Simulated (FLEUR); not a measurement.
Hg:

```xyz
1
Lattice="-1.8767 1.8767 1.9168 1.8767 -1.8767 1.9168 1.8767 1.8767 -1.9168" Properties=species:S:1:pos:R:3 pbc="T T T"
Hg    0.0000    0.0000    1.9168
```

```yaml
Program: FLEUR MaX-R8.1 (later development tree)
Task: single point
Functional: PBE
Potentials_or_basis: all-electron
Basis: FLAPW
Kmax: 4.1 1/bohr
k_mesh: 10 × 10 × 10
Occupations: fermi-dirac, width 0.05 eV
Spin: no spin polarisation
Gmax: 12.7 1/bohr
Muffin-tin_radii: Hg 2.66 bohr
lmax: Hg 11
Local_orbitals_a_species: Hg 5
Max_iterations: 60
Mixing_factor: 0.05
Mixer: Anderson
Mixer_history: 15
Density_convergence: 1e-05 me/bohr^3
```

On this cell: band gap on the k mesh none (metal or under the smearing width).

The same run follows on a disturbed copy (cell strained at random at fixed volume):

```
CELL_PARAMETERS angstrom
-1.91296 1.85608 1.92149
1.87501 -1.89581 1.92322
1.89161 1.87446 -1.96038
ATOMIC_POSITIONS crystal
Hg 0.49875 0.49348 0.99515
```

Task: What changes?

Result: The energy (extrapolated to zero smearing) moves by +0.1 meV/atom; band gap on the k mesh none (metal or under the smearing width).
